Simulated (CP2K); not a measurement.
**Moving the dispersion correction in WSi2**

It takes space group I4/mmm (No. 139, tetragonal). The conventional cell has a = 3.214 Å, b = 3.214 Å, c = 7.830 Å, α = 90.00°, β = 90.00°, γ = 90.00°. W (site symmetry 4/mmm) is surrounded by 10 Si at 2.62 Å. Around Si (site symmetry 4mm) lie 5 Si at 2.59 to 2.63 Å and 5 W at 2.62 Å.

Kept alike: task single point; functional PBE; k mesh 12 × 12 × 12; occupations fermi-dirac, width 0.05 eV; no spin polarisation. Program: CP2K, POTENTIAL_UZH W GTH-PBE-q14, Si GTH-PBE-q4; TZVP-MOLOPT-PBE-GTH basis. The mesh is that of the run's cell of 3 atoms. No spin-orbit coupling.

| dispersion correction | pressure (GPa) |
| --- | --- |
| D3(zero) | -2.42 |
| D3(BJ) | -4.50 |
| D3(BJ)+ATM | -3.45 |
| D4 | -3.67 |
| none | 2.53 |
| rVV10 | 1.96 |

Pressure is positive in compression. For a metal such a mesh leaves the last digits unconverged.

Q: What does the dispersion correction change here?

A: The pressure runs from -4.50 (D3(BJ)) to 2.53 GPa (none). Dispersion terms mostly attract, so at fixed cell they lower the pressure.
